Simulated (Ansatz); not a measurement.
# A defect in a wire: armchair graphene nanoribbon (N = 5, H edges), Co in place of one edge or surface C

What does the defect do to the conductance?

Main program and level: Ansatz 0.2.0; DFT PBE, plane waves, PAW; relaxation of a wire's period, in the first sound run; inputs show where later runs differ.

## 1. The starting structure

The cell holds 14 atoms: 10 C and 4 H. Cell: a = 13.772 Å, b = 7.000 Å, c = 4.260 Å, α = 90.0°, β = 90.0°, γ = 90.0°. Vacuum lies along a and b. The structure's axis is c.

## 2. Relaxing the period

Band widths follow the bond lengths, so the wire is relaxed first. The atoms and the third cell vector are free; the box across stays fixed as vacuum. A Fermi-Dirac smearing is set since the result may be a metal. The pressure printed is a third of the stress's trace over the whole box, vacuum included; only the stress along the axis is relaxed.

File input.yaml:

```yaml
crystal:
  lattice:
    - [13.772, 0.0, 0.0]
    - [0.0, 7.0, 0.0]
    - [0.0, 0.0, 4.26]
  atoms:
    - { symbol: C, position: [0.321423699, 0.5, 0.0] }
    - { symbol: C, position: [0.500011569, 0.5, 0.0] }
    - { symbol: C, position: [0.678599439, 0.5, 0.0] }
    - { symbol: C, position: [0.321423699, 0.5, 0.333333333] }
    - { symbol: C, position: [0.500011569, 0.5, 0.333333333] }
    - { symbol: C, position: [0.678599439, 0.5, 0.333333333] }
    - { symbol: H, position: [0.254138832, 0.5, 0.458920188] }
    - { symbol: H, position: [0.745884306, 0.5, 0.458920188] }
    - { symbol: C, position: [0.410717634, 0.5, 0.5] }
    - { symbol: C, position: [0.589305504, 0.5, 0.5] }
    - { symbol: C, position: [0.410717634, 0.5, 0.833333333] }
    - { symbol: C, position: [0.589305504, 0.5, 0.833333333] }
    - { symbol: H, position: [0.254138832, 0.5, 0.874413146] }
    - { symbol: H, position: [0.745884306, 0.5, 0.874413146] }
kpoints:
  mp_grid: { grid: [1, 1, 19] }
scf:
  occupations: { method: fermi_dirac, width: 0.05 }
hamiltonian:
  xc: pbe
relax:
  cell: { fix: [a, b, alpha, beta, gamma] }
  max_steps: 60
```

The run is started by

```bash
$ ansatz run input.yaml --threads 16 --pin off --max-ram 61440MiB --backend cuda --events-out ev --progress --plain --runs-dir out --max-vram 78GiB
```

Numbers of over 12 decimals in the logs are rounded to 6 here.

The program printed:

```text
Engine: ansatz 0.2.0, aarch64-unknown-linux-gnu
Pseudopotentials: kind: paw
Pseudopotential: C, paw, valence charge 4, recommended cutoff 420 eV (normal), C.paw.azcp
Pseudopotential: H, paw, valence charge 1, recommended cutoff 420 eV (normal), H.paw.azcp
Functional definition: PBE
  parameter kappa = 0.804
  parameter beta = 0.066725
  exchange = pbe_x(kappa = kappa, mu = beta*pi^2/3)
  correlation = pbe_c(beta = beta)
[...]
Crystal: 14 atoms, lattice volume = 410.681 Å³
Basis set: ecut = 420 eV, 8035 PW (Γ), exchange–correlation on 192×96×60 points (8 copies of the dense FFT grid, shifted against one another)
Bands: 36, of which v1, the nominal top of the filled ones, is band 22 counted from 1 (21 counted from 0)
Symmetry: 8 space group operations
Space group: Pmmm (ITA 47), of the structure as read, at distance tolerance 7.4e-5 Å
k-points: 10 of 19
Non-local potential: C, projectors of the file, l = 0: 2, l = 1: 2, l = 2: 1
Non-local potential: H, projectors of the file, l = 0: 2, l = 1: 1
PAW form: soft (Blöchl's): semilocal exchange-correlation on the pseudo side does not see the compensation charge
PAW one-centre angular grid: C, 110 points (default); XC on 64 Gauss nodes
PAW one-centre angular grid: H, 110 points (default); XC on 64 Gauss nodes
Initial density: superposition of atomic densities (neutral atoms: chi_scale 0, normalization atom), corrected by the library's trained network
Initial wavefunctions: pseudopotential atomic-orbital guess
[...]
Functional: x = pbe(κ = 0.804, μ = 0.219515), c = pbe(β = 0.066725)
SCF iter   1: F=—  HF=-2572.377074 eV  |F-HF|=—  |Δ(HF+E_count)|=         —  Δρ=2.53e-3  dr2=8.85e-2  ethr=1.77e-3  ⟨swp⟩=7.6  Hψ=1984  notcnv=0  defer=34
preconditioner: auto → Resta (q_TF=auto, 1.880 Å⁻¹)  ε∞=1.8  [insulator: Δε(μ)=0.339 eV  Ē_g=13.812 eV  σ=0.050 eV  W_gap=0.93  n_scr=50 (ndim 8)  ℏωp=12.2 eV  f_vac=0.653  D(μ)=0.13/eV (n_scr^D=0)  ε∞_Penn≈1.8  vacuum switching on, ρ_ref=1.4e-2 e/Å³]
SCF iter   2: F=—  HF=-2572.357523 eV  |F-HF|=—  |Δ(HF+E_count)|=   1.96e-2  Δρ=1.79e-3  dr2=1.60e-2  ethr=2.01e-4  ⟨swp⟩=2.3  Hψ=610  notcnv=0  defer=82
[...]
SCF iter   7: F=-2572.356206 eV  HF=-2572.356206 eV  |F-HF|=5.72e-8  |Δ(HF+E_count)|=   2.14e-7  Δρ=3.93e-6  dr2=3.01e-8  ethr=2.27e-10  ⟨swp⟩=3.4  Hψ=1293  notcnv=0
SCF 1 converged in 7 iterations: F = -2572.356206 eV  dr2 = 3.01e-8
  greatest PAW one-centre occupation: 0.674 electrons in one spin orbital (limit 2), on the C atom at site 4 (counted from 0), in its partial waves of l = 0
relax step   1: F+E_penalty+E_count = -2572.35620646 eV  Δ(F+E_penalty+E_count) = +0.000e0 eV  max|allowed force component| = 2.483e0 eV/Å  Δτ_max = 0.0000 Å  P = +0.366 GPa  Ω = 410.681 Å³  fix = [a, b, alpha, beta, gamma]  reactions: a +0.381, b +0.093 GPa  (7 SCF iters, dr2 threshold 1.00e-7 eV, accepted)
[...]
Crystal: 14 atoms, lattice volume = 415.189 Å³
Basis set: ecut = 420 eV, 8159 PW (Γ), exchange–correlation on 192×96×60 points (8 copies of the dense FFT grid, shifted against one another)
[...]
iter 1 solved again at ethr=1.91e-4 eV; its pass at ethr=3.10e-3 eV (dr2=8.42e-2 eV) is discarded
SCF iter   1: F=—  HF=-2572.579696 eV  |F-HF|=—  |Δ(HF+E_count)|=         —  Δρ=5.54e-3  dr2=8.90e-2  ethr=1.91e-4  ⟨swp⟩=3.7  Hψ=1612  notcnv=0
preconditioner: auto → Resta (q_TF=auto, 1.877 Å⁻¹)  ε∞=1.8  [insulator: Δε(μ)=0.360 eV  Ē_g=13.597 eV  σ=0.050 eV  W_gap=0.95  n_scr=50 (ndim 8)  ℏωp=12.1 eV  f_vac=0.661  D(μ)=0.11/eV (n_scr^D=0)  ε∞_Penn≈1.8  vacuum switching on, ρ_ref=1.3e-2 e/Å³]
SCF iter   2: F=—  HF=-2572.559834 eV  |F-HF|=—  |Δ(HF+E_count)|=   1.99e-2  Δρ=2.36e-3  dr2=1.26e-2  ethr=1.91e-4  ⟨swp⟩=2.1  Hψ=660  notcnv=0
[...]
SCF iter   6: F=-2572.559011 eV  HF=-2572.559011 eV  |F-HF|=1.61e-7  |Δ(HF+E_count)|=   4.35e-8  Δρ=1.56e-5  dr2=1.05e-6  ethr=3.18e-9  ⟨swp⟩=3.9  Hψ=1396  notcnv=0
SCF 2 converged in 6 iterations: F = -2572.559011 eV  dr2 = 1.05e-6
  greatest PAW one-centre occupation: 0.675 electrons in one spin orbital (limit 2), on the C atom at site 5 (counted from 0), in its partial waves of l = 0
relax step   2: F+E_penalty+E_count = -2572.55901124 eV  Δ(F+E_penalty+E_count) = -2.028e-1 eV  max|allowed force component| = 7.556e-1 eV/Å  Δτ_max = 0.0522 Å  P = +0.086 GPa  Ω = 415.189 Å³  energy of the carried Pulay correction = -3.885e-3 eV  fix = [a, b, alpha, beta, gamma]  reactions: a +0.360, b +0.081 GPa  (6 SCF iters, dr2 threshold 1.40e-6 eV, accepted)
[...]
relax step   3: F+E_penalty+E_count = -2572.57495738 eV  Δ(F+E_penalty+E_count) = -1.595e-2 eV  max|allowed force component| = 4.847e-2 eV/Å  Δτ_max = 0.0148 Å  P = +0.061 GPa  Ω = 415.630 Å³  energy of the carried Pulay correction = -4.264e-3 eV  fix = [a, b, alpha, beta, gamma]  reactions: a -0.005, b +0.079 GPa  (5 SCF iters, dr2 threshold 1.40e-6 eV, accepted)
[...]
relax step   4: F+E_penalty+E_count = -2572.57508869 eV  Δ(F+E_penalty+E_count) = -1.313e-4 eV  max|allowed force component| = 1.889e-2 eV/Å  Δτ_max = 0.0016 Å  P = +0.020 GPa  Ω = 415.754 Å³  energy of the carried Pulay correction = -4.370e-3 eV  fix = [a, b, alpha, beta, gamma]  reactions: a -0.010, b +0.079 GPa  (4 SCF iters, dr2 threshold 1.47e-7 eV, accepted)
[...]
relax step   5: F+E_penalty+E_count = -2572.57508295 eV  Δ(F+E_penalty+E_count) = +5.732e-6 eV  max|allowed force component| = 3.021e-2 eV/Å  Δτ_max = 0.0026 Å  P = +0.048 GPa  Ω = 415.689 Å³  energy of the carried Pulay correction = -4.314e-3 eV  fix = [a, b, alpha, beta, gamma]  (5 SCF iters, dr2 threshold 2.23e-8 eV, rejected (line search))
[...]
relax step   6: F+E_penalty+E_count = -2572.57512567 eV  Δ(F+E_penalty+E_count) = -3.698e-5 eV  max|allowed force component| = 1.844e-3 eV/Å  Δτ_max = 0.0011 Å  P = +0.026 GPa  Ω = 415.739 Å³  energy of the carried Pulay correction = -4.357e-3 eV  fix = [a, b, alpha, beta, gamma]  reactions: a +0.005, b +0.079 GPa  (7 SCF iters, accepted)
[...]
relax step   7: F+E_penalty+E_count = -2572.57965280 eV  Δ(F+E_penalty+E_count) = -4.527e-3 eV  max|allowed force component| = 2.490e-3 eV/Å  Δτ_max = 0.0000 Å  P = +0.039 GPa  Ω = 415.739 Å³  fix = [a, b, alpha, beta, gamma]  reactions: a +0.004, b +0.099 GPa  stress off target by 1.27e-2 GPa on what of the cell is left free  SCF on the basis re-selected at this cell (its energy is not comparable with the rows above)  (6 SCF iters)
[...]
SCF converged after 6 iterations
Free energy (F): -2572.579653 eV
Harris-Foulkes:  -2572.579653 eV  (|F-HF|=1.72e-9)
Internal energy: -2572.578745 eV  (E = F + TS)
E sigma→0 (E₀):  -2572.579199 eV
Entropy (-TS):   -0.000907 eV (-0.065 meV/atom)
Fermi energy:    -1.355655 eV
--- Per-component energies (eV) ---
  E_band       = -444.327539
  E_kinetic    = 960.471757
  E_local      = -7790.789431  (includes V_loc(G=0)·N_el)
  E_nonlocal   = 280.105402
  E_hartree    = 3407.459914
  E_xc         = -514.419761
  E_vxc        = -638.338862  (∫ρ·V_xc dr)
  E_paw        = -995.597561  (= ΣΔE_a)
  E_vpaw       = -70.690931  (= ΣTr[D̂ρ^β])
  E_aug_tail   = -0.005419  (compensation charges beyond the density's cutoff)
  E_ewald      = 2080.196354
  E_smearing   = -0.000907  (= −TS)
  E_closure    = -0.000000  (closes the sum)
  Σ components = -2572.579653   (vs F -2572.579653, Δ=0.00e0)
--- Forces (eV/Å), atoms counted from 1 ---
  atom   1  C     -0.00249038     0.00000000    -0.00095045
  atom   2  C     -0.00000000    -0.00000000    -0.00132657
  atom   3  C      0.00249038    -0.00000000    -0.00095045
  atom   4  C     -0.00249038     0.00000000     0.00095045
  atom   5  C      0.00000000     0.00000000     0.00132657
  atom   6  C      0.00249038     0.00000000     0.00095045
  atom   7  H     -0.00006602    -0.00000000    -0.00094328
  atom   8  H      0.00006602     0.00000000    -0.00094328
  atom   9  C      0.00163520    -0.00000000     0.00084784
  atom  10  C     -0.00163520    -0.00000000     0.00084784
  atom  11  C      0.00163520     0.00000000    -0.00084784
  atom  12  C     -0.00163520     0.00000000    -0.00084784
  atom  13  H     -0.00006602    -0.00000000     0.00094328
  atom  14  H      0.00006602     0.00000000     0.00094328
  max |Σ_I F_I| component: 8.67e-19 eV/Å
--- Stress (GPa, compression-positive) ---
        0.003607       0.000000       0.000000
        0.000000       0.099301       0.000000
        0.000000       0.000000       0.012735
  P = ⅓ Tr σ = 0.0385 GPa (0.385 kbar)
--- Band table (eV; the first three rows and the last of 10) ---
  k-point 0: bands = [... 18 lower, -4.7277, -4.1586, -3.0350, -1.5600, -1.1512, 0.0509, 1.3172, 1.7404, ... 10 higher]
  k-point 1: bands = [... 18 lower, -4.7638, -4.1513, -3.1492, -1.8184, -0.9006, 0.1821, 1.3383, 1.7043, ... 10 higher]
  k-point 2: bands = [... 18 lower, -4.8691, -4.1314, -3.4433, -2.2150, -0.5267, 0.5278, 1.4017, 1.6022, ... 10 higher]
  k-point 9: bands = [... 18 lower, -6.3754, -5.3154, -4.8333, -3.8091, 0.5685, 2.0424, 2.5268, 3.0169, ... 10 higher]
--- Relaxed structure (6 steps of the walk, 5 accepted, 1 SCFs on fresh bases) ---
  F+E_penalty+E_count = -2572.57965280 eV   max|allowed force component| = 2.490e-3 eV/Å   (the final SCF, on the basis selected at the relaxed cell)
  cell:  # Å, volume = 415.7392 Å³
    - [13.772, 0.0, 0.0]
    - [0.0, 7.0, 0.0]
    - [0.0, 0.0, 4.312469]
  atoms:
    - { symbol: C, position: [0.322996, 0.5, 0.00772366] }
    - { symbol: C, position: [0.500012, 0.5, -0.000250496] }
    - { symbol: C, position: [0.677027, 0.5, 0.00772366] }
    - { symbol: C, position: [0.322996, 0.5, 0.325610] }
    - { symbol: C, position: [0.500012, 0.5, 0.333584] }
    - { symbol: C, position: [0.677027, 0.5, 0.325610] }
    - { symbol: H, position: [0.253305, 0.5, 0.444400] }
    - { symbol: H, position: [0.746718, 0.5, 0.444400] }
    - { symbol: C, position: [0.410351, 0.5, 0.500138] }
    - { symbol: C, position: [0.589672, 0.5, 0.500138] }
    - { symbol: C, position: [0.410351, 0.5, 0.833195] }
    - { symbol: C, position: [0.589672, 0.5, 0.833195] }
    - { symbol: H, position: [0.253305, 0.5, 0.888933] }
    - { symbol: H, position: [0.746718, 0.5, 0.888933] }
```

The job ended after 3.6 s (1 × NVIDIA GB200 with 16 threads of Arm Neoverse V2, shared host; peak memory 1.2 GiB; 15 s of CPU time).

The steps of the relaxation:

| step | energy less that of the first step (eV) | largest force component (eV/Å) | pressure (GPa) | volume (Å³) |
| --- | --- | --- | --- | --- |
| 1 | 0.0000 | 2.4832 | 0.37 | 410.68 |
| 2 | -0.2028 | 0.7556 | 0.09 | 415.19 |
| 3 | -0.2188 | 0.0485 | 0.06 | 415.63 |
| 4 | -0.2189 | 0.0189 | 0.02 | 415.75 |
| 5 | -0.2189 | 0.0302 | 0.05 | 415.69 |
| 6 | -0.2189 | 0.0018 | 0.03 | 415.74 |
| 7 | -0.2234 | 0.0025 | 0.04 | 415.74 |

The log counts 1 steps on a newly chosen plane-wave basis, not all of them marked here; energy and pressure can jump at such steps. Relaxation step 5 was tried and not accepted.

Forces are held to the 8 operations that the run works with; a distortion that breaks them can't arise in this run.

| cell as run | before | after | change |
| --- | --- | --- | --- |
| c (Å) | 4.260 | 4.312 | +1.2 % |

The atoms that moved most (Å, along periodic axes as changes of fractional coordinates times the final cell, across vacuum about the mean position):

| atom | dx | dy | dz | length |
| --- | --- | --- | --- | --- |
| H7 | -0.011 | 0.000 | -0.063 | 0.064 |
| H8 | 0.011 | 0.000 | -0.063 | 0.064 |
| H13 | -0.011 | 0.000 | 0.063 | 0.064 |
| H14 | 0.011 | 0.000 | 0.063 | 0.064 |
| C3 | -0.022 | 0.000 | 0.033 | 0.040 |
| C1 | 0.022 | 0.000 | 0.033 | 0.040 |
| C4 | 0.022 | 0.000 | -0.033 | 0.040 |
| C6 | -0.022 | 0.000 | -0.033 | 0.040 |

Final coordinates:

```cif
data_structure
_symmetry_space_group_name_H-M 'P 1'
_symmetry_Int_Tables_number 1
_cell_length_a 13.7720
_cell_length_b 7.0000
_cell_length_c 4.3125
_cell_angle_alpha 90.000
_cell_angle_beta 90.000
_cell_angle_gamma 90.000
_cell_volume 415.74
loop_
_atom_site_label
_atom_site_type_symbol
_atom_site_fract_x
_atom_site_fract_y
_atom_site_fract_z
_atom_site_occupancy
C1 C 0.32300 0.50000 0.00772 1
C2 C 0.50001 0.50000 0.99975 1
C3 C 0.67703 0.50000 0.00772 1
C4 C 0.32300 0.50000 0.32561 1
C5 C 0.50001 0.50000 0.33358 1
C6 C 0.67703 0.50000 0.32561 1
H7 H 0.25331 0.50000 0.44440 1
H8 H 0.74672 0.50000 0.44440 1
C9 C 0.41035 0.50000 0.50014 1
C10 C 0.58967 0.50000 0.50014 1
C11 C 0.41035 0.50000 0.83320 1
C12 C 0.58967 0.50000 0.83320 1
H13 H 0.25331 0.50000 0.88893 1
H14 H 0.74672 0.50000 0.88893 1
```

Numbers from this step:

```
energy at zero smearing    : -2572.5792 eV
cell length along the wire : 4.312 Å
```

The cell's length comes to 4.312 Å with spin left out.

[end of part 1 of 3]

[Logs are printed without paths, hosts, clocks, repeated set-up lines and the standing remarks that a program may print on its own settings, such as how far it seeks lower states.]

[Hosts, paths, dates, database ids (printed as entryN), source tags and the programs' standing remarks are cut or masked in the printed files.]
